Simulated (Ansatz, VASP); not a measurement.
**One calculation of TaN, two programs**

The input INCAR:

```
SYSTEM = TaN
  PREC = Accurate
  ENCUT = 520
  EDIFF = 1E-6
  ISMEAR = 0
  SIGMA = 0.05
  LREAL = .False.
  LASPH = .True.
  NELM = 150
  ALGO = Fast
  ISIF = 2
  LWAVE = .False.
  LCHARG = .False.
  ISPIN = 2
  MAGMOM = 2 2 0 0
  LORBIT = 11
  LMAXMIX = 4
  LDAU = .True.
  LDAUTYPE = 2
  LDAUL = 2 -1
  LDAUU = 6 0
  LDAUJ = 0 0
  LDAUPRINT = 1
  GGA = PE
  NBANDS = 28
```

KPOINTS

```
regular mesh
0
Gamma
  7 7 4
  0 0 0
```

POSCAR

```
TaN
1.0
    3.0500020400      0.0000000000      0.0000000000
   -1.5250010200      2.6413792500      0.0000000000
    0.0000000000      0.0000000000      4.9400015300
Ta N
2 2
Direct
    0.3333333333      0.6666666667      0.0000000000
    0.6666666667      0.3333333333      0.5000000000
    0.3333333333      0.6666666667      0.3850000000
    0.6666666667      0.3333333333      0.8850000000
```

Input for Ansatz:

```yaml
crystal:
  lattice:
    - [3.05000204, 0.0, 0.0]
    - [-1.52500102, 2.64137925, 0.0]
    - [0.0, 0.0, 4.94000153]
  atoms:
    - { symbol: Ta, position: [0.3333333333, 0.6666666667, 0.0], spin: 2.0 }
    - { symbol: Ta, position: [0.6666666667, 0.3333333333, 0.5], spin: 2.0 }
    - { symbol: "N", position: [0.3333333333, 0.6666666667, 0.385] }
    - { symbol: "N", position: [0.6666666667, 0.3333333333, 0.885] }
basis:
  ecutwfc: 420
  ecutrho_ratio: 4
kpoints:
  mp_grid: { grid: [7, 7, 4] }
hamiltonian:
  xc: pbe
  hubbard:
    sites: [{ site: 0, l: d, u_eff: 6.0 }, { site: 1, l: d, u_eff: 6.0 }]
scf:
  occupations: { method: gaussian, width: 0.05 }
  lower_state_search: "off"
  max_iter: 150
output:
  forces: true
  stress: true
  eigenvalues: true
  populations: true
  hubbard: { sites: [{ site: 0, l: d }, { site: 1, l: d }] }
magnetization:
  spin_polarized: true
```

Alike in both runs: task single point; functional PBE; k mesh 7 × 7 × 4; occupations gaussian, width 0.05 eV; collinear spin; Hubbard terms Ta d U = 6.0 eV.

|  | VASP | Ansatz |
| --- | --- | --- |
| version | VASP 6.6.1 | Ansatz 0.2.0 |
| potentials or method | VASP PAW PBE potentials, release 64 (Ta_pv, N) | scalar-relativistic, plane waves, PAW |
| plane-wave cutoff (eV) | 520 | 420 |
| valence electrons in the cell | 32 | 36 |

Ansatz gave:

```
gap on the k mesh at the Fermi level (eV)                     : none
rms of the force components (eV/Å)                            : 1.322
net moment per atom (μB)                                      : 0.04
size of the moment on the site where the two differ most (μB) : 0.02
```

What did VASP give for the same quantities?

gap on the k mesh at the Fermi level (eV): none; rms of the force components (eV/Å): 1.397; net moment per atom (μB): 0.02; size of the moment on the site where the two differ most (μB): 0.03.

Site moments also hang on the region over which each program counts them. The programs project onto different local orbitals, so the same U acts differently. Atom by atom the forces differ by 0.075 eV/Å (rms over components). A gap of «none» marks a metal or a gap that the smearing closes. The two sets of potentials don't hold the same shells in valence. Ansatz warned: «filled_band_counts_differ_across_k_points».

Caveats: forces of over 1 eV/Å show positions far from the minimum, so gaps and moduli don't describe the material at rest. Spin-orbit coupling is left out, which matters for the levels of Ta. The state reached can hang on the start; a lower one may exist.
